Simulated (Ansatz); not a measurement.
**SCF log, Co**

System: Co, the coordinates of a database entry, unrelaxed (space group I4/mmm, primitive cell doubled); the cell holds 2 atoms. The cell is far larger than its atoms need, so the entry probably lacks atoms. Source: COD entry 4105684; it may be a high-temperature, high-pressure or metastable form.

These are results of DFT, PBE, PAW, plane waves, scalar-relativistic (Ansatz), not measurements.

Input file:

```yaml
crystal:
  lattice:
    - [-1.99549069, 1.99549069, 8.85685]
    - [3.99098138, -3.99098138, 17.7137]
    - [1.99549069, 1.99549069, -8.85685]
  atoms:
    - { symbol: Co, position: [0.0, 0.0, 0.0], spin: 3.0 }
    - { symbol: Co, position: [0.0, 0.5, 0.0], spin: 3.0 }
magnetization:
  spin_polarized: true
hamiltonian:
  xc: pbe
  pseudopotentials: { kind: paw }
basis:
  ecutwfc: 420
kpoints:
  mp_grid: { grid: [8, 4, 11] }
scf:
  occupations: { method: fermi_dirac, width: 0.1 }
output:
  forces: true
  stress: true
```

What the program printed (shortened):

```
Warning: crystal.symmetry: narrowed to the stabiliser of the k-point mesh — unitary ops 8 → 4; excluded 4 operations that carry a point of the 8×4×11 mesh (shift [0, 0, 0]) off the mesh (the run samples exactly the mesh kpoints.mp_grid names, as under crystal.symmetry.detect: false, and its converged state has the mesh's symmetry, not the crystal's; [...]
basis.fft_grid_basis auto: the FFT boxes are laid along the combinations [[1, 0, 1], [0, 1, 2], [0, 0, 1]] of the cell's own vectors, 3.991, 7.982 and 9.296 Å long. The dense box has 27×54×64 points. Along the cell's own vectors, as sized, it would have 64×125×64, 5.49 times as many. [...]
Pseudopotentials: kind: paw
Pseudopotential: Co, paw, valence charge 17, recommended cutoff 420 eV (normal), Co.paw.azcp
Functional definition: PBE
Crystal: 2 atoms, lattice volume = 282.143 Å³
Basis set: ecut = 420 eV, 5519 PW (Γ), FFT grids on a1+a3, a2+2a3, a3, exchange–correlation on 54×108×128 points (8 copies of the dense FFT grid, shifted against one another)
Bands: 24, of which v1, the nominal top of the filled ones, is band 17 counted from 1 (16 counted from 0)
Symmetry: 4 space group operations
k-points: 178 of 352
Non-local potential: Co, projectors of the file, l = 0: 3, l = 1: 2, l = 2: 3, l = 3: 1
Initial density: superposition of atomic densities (chi_scale 0.1, normalization cell)
Starting moments: Σ|m| = 6 μB on 2 of 2 sites
Initial wavefunctions: pseudopotential atomic-orbital guess
Functional: x = pbe(κ = 0.804, μ = 0.2195149727645171), c = pbe(β = 0.06672455060314922)
SCF iter   1: F=—  HF=-10241.780786 eV  |F-HF|=—  |Δ(HF+E_count)|=         —  Δρ=3.55e-2 (↑6.67e-3 ↓3.55e-2)  dr2=3.54e0  dr2_m=5.83e-1  M=5.320 μB ∫|m|=5.325 μB  β_m=0.30  ethr=3.10e-3  ⟨swp⟩=6.5  Hψ=39304  notcnv=0
Mixer restart at iter 1: flushing history
preconditioner: auto → none  [metal: Δε(μ)=0.000 eV  Ē_g=3.674 eV  σ=0.100 eV  W_gap=0.00  n_scr=38 (ndim 8)  ℏωp=9.4 eV  f_vac=0.601  D(μ)=23.40/eV (n_scr^D=278)  sad-step TF]
SCF iter   2: F=—  HF=-10242.410387 eV  |F-HF|=—  |Δ(HF+E_count)|=         —  Δρ=1.18e-2 (↑7.41e-3 ↓1.18e-2)  dr2=2.30e-1  dr2_m=2.11e-1  M=5.445 μB ∫|m|=5.454 μB  β_m=0.30  ethr=3.10e-3  ⟨swp⟩=3.9  Hψ=20855  notcnv=0
Mixer restart at iter 2: flushing history
SCF iter   3: F=—  HF=-10243.798795 eV  |F-HF|=—  |Δ(HF+E_count)|=         —  Δρ=2.50e-2 (↑7.73e-3 ↓2.50e-2)  dr2=3.29e-1  dr2_m=4.30e-1  M=5.623 μB ∫|m|=5.642 μB  β_m=1.00  ethr=6.76e-4  ⟨swp⟩=2.5  Hψ=16034  notcnv=0
Mixer restart at iter 3: flushing history
[... 3 iterations left out ...]
SCF iter   7: F=—  HF=-10243.387343 eV  |F-HF|=—  |Δ(HF+E_count)|=   4.80e-2  Δρ=1.98e-3 (↑1.54e-3 ↓1.98e-3)  dr2=4.64e-4  dr2_m=7.97e-3  M=5.229 μB ∫|m|=5.236 μB  β_m=0.55  ethr=3.43e-5  ⟨swp⟩=2.5  Hψ=17452  notcnv=0
SCF iter   8: F=—  HF=-10243.389766 eV  |F-HF|=—  |Δ(HF+E_count)|=   2.42e-3  Δρ=5.49e-4 (↑5.49e-4 ↓2.45e-4)  dr2=4.57e-4  dr2_m=3.60e-4  M=5.208 μB ∫|m|=5.216 μB  β_m=0.78  ethr=1.37e-6  ⟨swp⟩=2.5  Hψ=17601  notcnv=0
SCF iter   9: F=—  HF=-10243.389743 eV  |F-HF|=—  |Δ(HF+E_count)|=   2.30e-5  Δρ=6.98e-5 (↑5.50e-5 ↓6.98e-5)  dr2=1.65e-5  dr2_m=2.74e-6  M=5.206 μB ∫|m|=5.213 μB  β_m=0.89  ethr=1.34e-6  ⟨swp⟩=2.1  Hψ=11056  notcnv=0
SCF iter  10: F=—  HF=-10243.389750 eV  |F-HF|=—  |Δ(HF+E_count)|=   6.72e-6  Δρ=2.42e-5 (↑5.95e-6 ↓2.42e-5)  dr2=2.46e-7  dr2_m=5.29e-7  M=5.208 μB ∫|m|=5.215 μB  β_m=0.94  ethr=4.85e-8  ⟨swp⟩=2.1  Hψ=12141  notcnv=0
SCF iter  11: F=—  HF=-10243.389751 eV  |F-HF|=—  |Δ(HF+E_count)|=   7.41e-7  Δρ=1.00e-5 (↑2.99e-6 ↓1.00e-5)  dr2=6.49e-8  dr2_m=1.00e-7  M=5.208 μB ∫|m|=5.216 μB  β_m=0.97  ethr=7.23e-10  ⟨swp⟩=2.5  Hψ=15796  notcnv=0
SCF iter  12: F=—  HF=-10243.389751 eV  |F-HF|=—  |Δ(HF+E_count)|=   1.99e-7  Δρ=3.44e-6 (↑6.99e-7 ↓3.44e-6)  dr2=4.91e-9  dr2_m=8.87e-9  M=5.208 μB ∫|m|=5.216 μB  β_m=0.99  ethr=1.91e-10  ⟨swp⟩=2.0  Hψ=14448  notcnv=0
SCF iter  13: F=-10243.389751 eV  HF=-10243.389751 eV  |F-HF|=5.75e-9  |Δ(HF+E_count)|=   4.93e-8  Δρ=3.84e-6 (↑3.24e-7 ↓3.84e-6)  dr2=1.53e-8  dr2_m=9.58e-9  M=5.208 μB ∫|m|=5.216 μB  ethr=1.45e-11  ⟨swp⟩=1.2  Hψ=25682  notcnv=0
SCF 1 converged in 13 iterations: F = -10243.389751 eV  dr2 = 1.53e-8
  greatest PAW one-centre occupation: 1.004 electrons in one spin orbital (limit 2), on the Co atom at site 1 (counted from 0), in its partial waves of l = 1
Symmetry: 2 space group operations
Initial density: read from a saved state, or passed on in memory by an earlier SCF of this step, an earlier step, the calling program or the single point that the run made first
Starting moments: Σ|m| = 6 μB on 2 of 2 sites; this step starts from the density that it was given
Initial wavefunctions: those read from a saved state, or passed on in memory by an earlier step or the calling program
iter 1 solved again at ethr=4.51e-11 eV; its pass at ethr=2.94e-6 eV (dr2=1.53e-8 eV) is discarded
SCF iter   1: F=—  HF=-10243.389751 eV  |F-HF|=—  |Δ(HF+E_count)|=         —  Δρ=3.84e-6 (↑3.24e-7 ↓3.84e-6)  dr2=1.53e-8  dr2_m=9.58e-9  M=5.208 μB ∫|m|=5.216 μB  ethr=4.51e-11  ⟨swp⟩=1.0  Hψ=45579  notcnv=0
preconditioner: auto → none  [metal: Δε(μ)=0.004 eV  Ē_g=3.735 eV  σ=0.100 eV  W_gap=0.01  n_scr=38 (ndim 8)  ℏωp=9.4 eV  f_vac=0.604  D(μ)=5.73/eV (n_scr^D=38)]
SCF iter   2: F=—  HF=-10243.389756 eV  |F-HF|=—  |Δ(HF+E_count)|=   5.68e-6  Δρ=5.79e-5 (↑1.42e-5 ↓5.79e-5)  dr2=2.87e-6  dr2_m=2.06e-6  M=5.208 μB ∫|m|=5.216 μB  ethr=2.94e-6  ⟨swp⟩=1.0  Hψ=34091  notcnv=0
SCF iter   3: F=—  HF=-10243.389751 eV  |F-HF|=—  |Δ(HF+E_count)|=   5.34e-6  Δρ=5.84e-6 (↑2.02e-6 ↓5.84e-6)  dr2=3.90e-8  dr2_m=1.42e-8  M=5.208 μB ∫|m|=5.216 μB  ethr=2.94e-10  ⟨swp⟩=2.0  Hψ=24323  notcnv=0
SCF iter   4: F=—  HF=-10243.394448 eV  |F-HF|=—  |Δ(HF+E_count)|=   4.70e-3  Δρ=1.67e-4 (↑1.30e-4 ↓1.67e-4)  dr2=1.43e-5  dr2_m=5.19e-5  M=5.208 μB ∫|m|=5.216 μB  ethr=2.94e-10  ⟨swp⟩=1.0  Hψ=44679  notcnv=0
SCF iter   5: F=—  HF=-10243.397592 eV  |F-HF|=—  |Δ(HF+E_count)|=   3.14e-3  Δρ=7.97e-5 (↑5.89e-5 ↓7.97e-5)  dr2=1.31e-5  dr2_m=8.17e-6  M=5.207 μB ∫|m|=5.216 μB  ethr=2.40e-7  ⟨swp⟩=1.0  Hψ=30000  notcnv=0
SCF iter   6: F=—  HF=-10243.397736 eV  |F-HF|=—  |Δ(HF+E_count)|=   1.44e-4  Δρ=1.91e-5 (↑1.09e-5 ↓1.91e-5)  dr2=9.01e-7  dr2_m=4.04e-7  M=5.207 μB ∫|m|=5.217 μB  ethr=8.23e-8  ⟨swp⟩=1.0  Hψ=25365  notcnv=0
[... 6 iterations left out ...]
SCF iter  13: F=—  HF=-10243.404049 eV  |F-HF|=—  |Δ(HF+E_count)|=   2.22e-5  Δρ=5.00e-5 (↑1.64e-5 ↓5.00e-5)  dr2=9.11e-6  dr2_m=1.85e-6  M=5.208 μB ∫|m|=5.219 μB  ethr=5.08e-8  ⟨swp⟩=1.0  Hψ=25200  notcnv=0
SCF iter  14: F=—  HF=-10243.404053 eV  |F-HF|=—  |Δ(HF+E_count)|=   4.39e-6  Δρ=1.83e-5 (↑4.40e-6 ↓1.83e-5)  dr2=9.71e-7  dr2_m=2.69e-7  M=5.208 μB ∫|m|=5.219 μB  ethr=4.06e-8  ⟨swp⟩=1.0  Hψ=22769  notcnv=0
SCF iter  15: F=—  HF=-10243.404055 eV  |F-HF|=—  |Δ(HF+E_count)|=   1.86e-6  Δρ=1.74e-5 (↑2.65e-6 ↓1.74e-5)  dr2=9.76e-7  dr2_m=1.64e-7  M=5.208 μB ∫|m|=5.219 μB  ethr=4.69e-9  ⟨swp⟩=1.0  Hψ=25514  notcnv=0
SCF iter  16: F=—  HF=-10243.404056 eV  |F-HF|=—  |Δ(HF+E_count)|=   1.08e-6  Δρ=8.10e-6 (↑1.87e-6 ↓8.10e-6)  dr2=2.59e-7  dr2_m=3.49e-8  M=5.208 μB ∫|m|=5.219 μB  ethr=4.10e-9  ⟨swp⟩=1.0  Hψ=24026  notcnv=0
SCF iter  17: F=—  HF=-10243.404056 eV  |F-HF|=—  |Δ(HF+E_count)|=   2.44e-7  Δρ=6.37e-6 (↑1.89e-6 ↓6.37e-6)  dr2=1.87e-7  dr2_m=1.92e-8  M=5.208 μB ∫|m|=5.219 μB  ethr=1.04e-9  ⟨swp⟩=1.0  Hψ=23801  notcnv=0
SCF iter  18: F=-10243.404056 eV  HF=-10243.404056 eV  |F-HF|=9.51e-9  |Δ(HF+E_count)|=   2.78e-8  Δρ=2.30e-6 (↑3.53e-7 ↓2.30e-6)  dr2=1.36e-8  dr2_m=3.48e-9  M=5.208 μB ∫|m|=5.219 μB  ethr=2.94e-10  ⟨swp⟩=1.0  Hψ=22146  notcnv=0
SCF iter  19: F=-10243.404056 eV  HF=-10243.404056 eV  |F-HF|=9.54e-9  |Δ(HF+E_count)|=  2.36e-11  Δρ=2.31e-6 (↑3.57e-7 ↓2.31e-6)  dr2=1.36e-8  dr2_m=3.50e-9  M=5.208 μB ∫|m|=5.219 μB  ethr=4.00e-11  ⟨swp⟩=1.0  Hψ=25523  notcnv=0
SCF 2 converged in 19 iterations: F = -10243.404056 eV  dr2 = 1.36e-8
  greatest PAW one-centre occupation: 1.004 electrons in one spin orbital (limit 2), on the Co atom at site 0 (counted from 0), in its partial waves of l = 1
iter 1 solved again at ethr=4.04e-11 eV; its pass at ethr=3.10e-3 eV (dr2=1.37e-8 eV) is discarded
SCF iter   1: F=—  HF=-10243.404056 eV  |F-HF|=—  |Δ(HF+E_count)|=         —  Δρ=2.31e-6 (↑3.57e-7 ↓2.31e-6)  dr2=1.37e-8  dr2_m=3.51e-9  M=5.208 μB ∫|m|=5.219 μB  β_m=0.30  ethr=4.04e-11  ⟨swp⟩=1.1  Hψ=35494  notcnv=0
preconditioner: auto → none  [metal: Δε(μ)=0.001 eV  Ē_g=3.743 eV  σ=0.100 eV  W_gap=0.00  n_scr=38 (ndim 8)  ℏωp=9.4 eV  f_vac=0.605  D(μ)=5.01/eV (n_scr^D=26)]
SCF iter   2: F=-10243.404056 eV  HF=-10243.404056 eV  |F-HF|=4.23e-8  |Δ(HF+E_count)|=   1.60e-9  Δρ=3.33e-6 (↑1.08e-6 ↓3.33e-6)  dr2=4.42e-8  dr2_m=4.11e-9  M=5.208 μB ∫|m|=5.219 μB  ethr=4.03e-11  ⟨swp⟩=3.0  Hψ=21303  notcnv=0
SCF 3 converged in 2 iterations: F = -10243.404056 eV  dr2 = 4.42e-8
the run went on to a lower state, not held to the crystal's whole symmetry: an SCF along what the orbitals of the run's state read of its open shells (or to have them read: on a GPU, or by another smearing), with 2 of the crystal's symmetry operations given up, reached one 0.0143 eV below the state on which the ru [...]
iter 1 solved again at ethr=1.30e-10 eV; its pass at ethr=2.94e-6 eV (dr2=4.42e-8 eV) is discarded
SCF iter   1: F=—  HF=-10243.404056 eV  |F-HF|=—  |Δ(HF+E_count)|=         —  Δρ=3.33e-6 (↑1.08e-6 ↓3.33e-6)  dr2=4.42e-8  dr2_m=4.11e-9  M=5.208 μB ∫|m|=5.219 μB  ethr=1.30e-10  ⟨swp⟩=1.0  Hψ=45415  notcnv=0
SCF iter   2: F=—  HF=-10243.389904 eV  |F-HF|=—  |Δ(HF+E_count)|=   1.42e-2  Δρ=2.36e-3 (↑8.81e-4 ↓2.36e-3)  dr2=6.85e-3  dr2_m=3.44e-3  M=5.192 μB ∫|m|=5.199 μB  ethr=2.94e-6  ⟨swp⟩=1.0  Hψ=51561  notcnv=0
SCF iter   3: F=—  HF=-10243.391267 eV  |F-HF|=—  |Δ(HF+E_count)|=   1.36e-3  Δρ=1.12e-3 (↑5.68e-4 ↓1.12e-3)  dr2=3.12e-3  dr2_m=4.17e-4  M=5.221 μB ∫|m|=5.229 μB  ethr=2.94e-6  ⟨swp⟩=1.0  Hψ=25561  notcnv=0
an SCF along what the orbitals of the run's state read of its open shells (or to have them read: on a GPU, or by another smearing), with 2 of the crystal's symmetry operations given up, reached no lower state that the run goes on to. This is no proof of a minimum
no probe read this state for a lower one beside it (scf.lower_state_search): an SCF that set out along what the orbitals read of the open shells (or to have them read: on a GPU, or by another smearing), or from atoms, led to it (look_outside_group), and dielectric_reading bears what that SCF, or the last one behin [...]
SCF converged after 2 iterations
Stability not told: the SCF's own minimisation came to no verdict on its close; the lowest value that the minimisation read is 1.9e-2 (residual 2.6e-2): no lower mode is shown, and none is ruled out
Magnetization: 5.2079 μB (19.6039 up, 14.3961 down)
Absolute magnetization: 5.2189 μB (∫|ρ↑−ρ↓|, with the PAW one-centre terms)
Spin contamination: 0.0179 ħ² per cell (⟨S²⟩ above its minimum at these occupations)
Per-site moments (μB) at R_I (Å): [(2.5453, 1.6462), (2.5452, 1.6462)]
Free energy (F): -10243.404056 eV
Harris-Foulkes:  -10243.404056 eV  (|F-HF|=4.23e-8)
Internal energy: -10243.223401 eV  (E = F + TS)
E sigma→0 (E₀):  -10243.313729 eV
Entropy (-TS):   -0.180656 eV (-90.328 meV/atom)
Fermi energy:    -2.447106 eV
--- Per-component energies (eV) ---
  E_band       = -1180.606843
  E_kinetic    = 888.696850
  E_local      = -12543.957247  (includes V_loc(G=0)·N_el)
  E_nonlocal   = 942.699470
  E_hartree    = 5467.752346
  E_xc         = -302.255715
  E_vxc        = -388.597925  (∫ρ·V_xc dr)
  E_paw        = -3052.496341  (= ΣΔE_a)
  E_vpaw       = -1014.935103  (= ΣTr[D̂ρ^β])
  E_aug_tail   = 0.000162  (compensation charges beyond the density's cutoff)
  E_ewald      = -1643.662926
  E_smearing   = -0.180656  (= −TS)
  E_closure    = 0.000000  (closes the sum)
  Σ components = -10243.404056   (vs F -10243.404056, Δ=0.00e0)
--- Forces (eV/Å), atoms counted from 1 ---
  atom   1  Co     0.00000000     0.00000000     0.00000000
  atom   2  Co     0.00000000     0.00000000     0.00000000
  max |Σ_I F_I| component: 0.00e0 eV/Å
--- Stress (GPa, compression-positive) ---
       -1.712126       0.000020      -0.000021
        0.000022      -1.712130      -0.000020
       -0.000023      -0.000023      -0.000989
  P = ⅓ Tr σ = -1.1417 GPa (-11.417 kbar)
--- Band table (eV; the first three rows and the last of 356) ---
  k-point 0 ↑: bands = ["-98.2806", "-98.2806", "-61.6753", "-61.6752", "-61.5887", "-61.5886", "-61.5639", "-61.5639", "-5.1053", "-5.1032", "-5.0918", "-5.0519", "-4.4693", "-4.4683", "-4.4214", "-4.0797", "-4.0792", "-4.0335", "-4.0299", "-2.7678", "-0.7796", "-0.1571", "1.3356", "1.5461"]
  k-point 1 ↑: bands = ["-98.2806", "-98.2806", "-61.6753", "-61.6752", "-61.5887", "-61.5886", "-61.5639", "-61.5639", "-5.1101", "-5.0959", "-5.0917", "-5.0570", "-4.4499", "-4.4013", "-4.3596", "-4.0821", "-4.0782", "-4.0435", "-4.0068", "-2.9810", "-0.2775", "-0.0008", "1.1513", "1.6948"]
  k-point 2 ↑: bands = ["-98.2806", "-98.2806", "-61.6753", "-61.6753", "-61.5887", "-61.5887", "-61.5639", "-61.5639", "-5.1191", "-5.0947", "-5.0914", "-5.0709", "-4.3972", "-4.3574", "-4.1628", "-4.0884", "-4.0756", "-4.0669", "-3.7907", "-3.2710", "0.4542", "0.8697", "0.9163", "2.1140"]
  k-point 177 ↓: bands = ["-95.6585", "-95.6585", "-59.0484", "-59.0484", "-59.0353", "-59.0353", "-59.0103", "-59.0102", "-3.4914", "-3.1777", "-2.7870", "-2.7612", "-2.7237", "-2.7088", "-2.7035", "-2.5942", "-1.5755", "-1.5636", "-1.5298", "-1.5192", "0.3808", "0.7913", "1.3995", "2.6486"]
```

Among 5 converged runs of this cell from various starts and settings, this end is the lowest found.

The mesh has less symmetry than the lattice, which lowers the symmetry of the run.

The run took 14 min on 2 threads of Intel(R) Xeon(R) 6975P-C (shared host), peak memory 4.1 GiB.
